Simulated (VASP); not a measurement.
A run of VASP 6.6.1 is set up as follows.

File INCAR:

```
PREC = Accurate
ENCUT = 520
EDIFF = 1E-7
ISMEAR = -1
SIGMA = 0.05
LREAL = F
LASPH = T
NELM = 100
ALGO = Normal
ISIF = 2
LWAVE = F
LCHARG = F
GGA = PE
```

Contents of KPOINTS:

```
regular mesh
0
Gamma
  7 7 7
```

Contents of POSCAR:

```
NaI
1.0
    0.0000000000      3.2364000000      3.2364000000
    3.2364000000      0.0000000000      3.2364000000
    3.2364000000      3.2364000000      0.0000000000
I Na
1 1
Direct
    0.5000000000      0.5000000000      0.5000000000
    0.0000000000      0.0000000000      0.0000000000
```

KPOINTS_OPT

```
path GXWKGLUWLK,UX
10
line-mode
reciprocal
 0.0000000000  0.0000000000  0.0000000000  G
 0.5000000000  0.0000000000  0.5000000000  X

 0.5000000000  0.0000000000  0.5000000000  X
 0.5000000000  0.2500000000  0.7500000000  W

 0.5000000000  0.2500000000  0.7500000000  W
 0.3750000000  0.3750000000  0.7500000000  K

 0.3750000000  0.3750000000  0.7500000000  K
 0.0000000000  0.0000000000  0.0000000000  G

 0.0000000000  0.0000000000  0.0000000000  G
 0.5000000000  0.5000000000  0.5000000000  L

 0.5000000000  0.5000000000  0.5000000000  L
 0.6250000000  0.2500000000  0.6250000000  U

 0.6250000000  0.2500000000  0.6250000000  U
 0.5000000000  0.2500000000  0.7500000000  W

 0.5000000000  0.2500000000  0.7500000000  W
 0.5000000000  0.5000000000  0.5000000000  L

 0.5000000000  0.5000000000  0.5000000000  L
 0.3750000000  0.3750000000  0.7500000000  K

 0.6250000000  0.2500000000  0.6250000000  U
 0.5000000000  0.0000000000  0.5000000000  X
```

Potentials or basis: VASP PAW PBE potentials, release 64 (I, Na_pv).

Run with:

```console
$ cat potpaw_PBE.64/I/POTCAR potpaw_PBE.64/Na_pv/POTCAR > POTCAR
$ mpirun -np 1 vasp_std > vasp.out
```

Problem. Estimate the pressure.

Solution. 0.4 GPa.

Problem. Estimate the band gap along the path.

Solution. 3.64 eV, direct.

Levels at the corners of the path, in eV from the valence-band top:
```
point  band 5  band 6  band 7  band 8  band 9  band 10
    Γ    0.00    0.00    0.00    3.64    7.93     7.93
    X   -1.90   -0.74   -0.74    4.49    5.56     9.87
    X   -1.90   -0.74   -0.74    4.49    5.56     9.87
    W   -1.41   -1.41   -0.93    5.82    7.48     7.48
    W   -1.41   -1.41   -0.93    5.82    7.48     7.48
    K   -1.64   -1.34   -0.60    5.21    6.68     8.69
    K   -1.64   -1.34   -0.60    5.21    6.68     8.69
    Γ    0.00    0.00    0.00    3.64    7.93     7.93
    Γ    0.00    0.00    0.00    3.64    7.93     7.93
    L   -2.18   -0.28   -0.28    5.09    7.44     7.44
    L   -2.18   -0.28   -0.28    5.09    7.44     7.44
    U   -1.64   -1.34   -0.60    5.21    6.68     8.69
    U   -1.64   -1.34   -0.60    5.21    6.68     8.69
    W   -1.41   -1.41   -0.93    5.82    7.48     7.48
    W   -1.41   -1.41   -0.93    5.82    7.48     7.48
    L   -2.18   -0.28   -0.28    5.09    7.44     7.44
    L   -2.18   -0.28   -0.28    5.09    7.44     7.44
    K   -1.64   -1.34   -0.60    5.21    6.68     8.69
    U   -1.64   -1.34   -0.60    5.21    6.68     8.69
    X   -1.90   -0.74   -0.74    4.49    5.56     9.87
```

Caveat: spin-orbit coupling is left out, which moves the levels of the heavy elements.
